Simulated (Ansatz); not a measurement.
## KCl (Fm-3m): gap against strain (uniaxial along x, other directions held)

KCl (started from an entry of an open crystallographic database), relaxed with r2SCAN in Ansatz 0.2.0, then strained (uniaxial along x, other directions held; changes of length per length, axes as in the cell below) with the atoms relaxed again within the symmetry that is left. Space group Fm-3m (No. 225), cubic; conventional cell a = 6.290 Å, 31.10 Å³ an atom. K has 6 Cl at 3.14 Å; Cl has 6 K at 3.14 Å. The values are computed, spin-unpolarised, and not measurements.

```xyz
2
Lattice="0.0000 3.1448 3.1448 3.1448 0.0000 3.1448 3.1448 3.1448 0.0000" Properties=species:S:1:pos:R:3 pbc="T T T"
K     0.0000    0.0000    0.0000
Cl    3.1448    3.1448    3.1448
```

Gaps are the least over each mesh (PBE 8×8×8, r2SCAN 8×8×8, HSE06 6×6×6 when unstrained) and the special points, which keep their unstrained names; stress is the change from the unstrained cell, compression positive.

```tsv
strain (%)	gap, PBE (eV)	gap, r2SCAN (eV)	gap, HSE06 (eV)	edges, HSE06	stress along the strain, r2SCAN (GPa)	energy rise, r2SCAN (meV/atom)
0.0	5.194	5.831	6.505	Γ	0.00	0.0
+1.64	5.135	5.769	6.442	Γ	-0.68	1.0
+2.56	5.102	5.735	6.407	Γ	-0.99	2.5
+5.73	4.993	5.622	6.291	Γ	-1.77	11.0
```

The meshes of the hybrids are coarse, so their gaps aren't converged to the digits shown.
